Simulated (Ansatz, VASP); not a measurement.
## Two plane-wave programs on SiC

```xyz
12
Lattice="5.3571 0.0000 0.0000 0.0000 5.3571 0.0000 0.0000 0.0000 5.3571" Properties=species:S:1:pos:R:3 pbc="T T T"
Si    4.0178    2.6785    0.0000
Si    2.6785    0.0000    4.0178
Si    0.0000    4.0178    2.6785
Si    0.0000    1.3393    2.6785
Si    1.3393    2.6785    0.0000
Si    2.6785    0.0000    1.3393
C     2.6785    4.0178    0.0000
C     4.0178    0.0000    2.6785
C     0.0000    2.6785    4.0178
C     1.3393    0.0000    2.6785
C     0.0000    2.6785    1.3393
C     2.6785    1.3393    0.0000
```

Alike in both runs: functional PBE; k mesh 6 × 6 × 6; occupations gaussian, width 0.02 eV; no spin polarisation.

Ansatz relaxed the structure, and its values are those at the end. VASP's run is a single point on that final structure, the one shown.

|  | VASP | Ansatz |
| --- | --- | --- |
| version | VASP 6.6.1 | Ansatz 0.2.0 |
| potentials or method | VASP PAW PBE potentials, release 64 (Si, C) | scalar-relativistic, plane waves, PAW |
| plane-wave cutoff (eV) | 520 | 420 |
| valence electrons in the cell | 48 | 48 |

Ansatz gave:

| Property | Result |
| --- | --- |
| gap on the k mesh at the Fermi level (eV) | 1.90 |
| least direct gap on the mesh (eV) | 2.06 |
| pressure (GPa) | 0.0 |

Task: What did VASP give for the same quantities?

Result: gap on the k mesh at the Fermi level (eV): 1.89; least direct gap on the mesh (eV): 2.06; pressure (GPa): 0.0.

With one functional, cell and mesh, what is left measures potentials, basis and numerics.

A k mesh can miss the band edges.
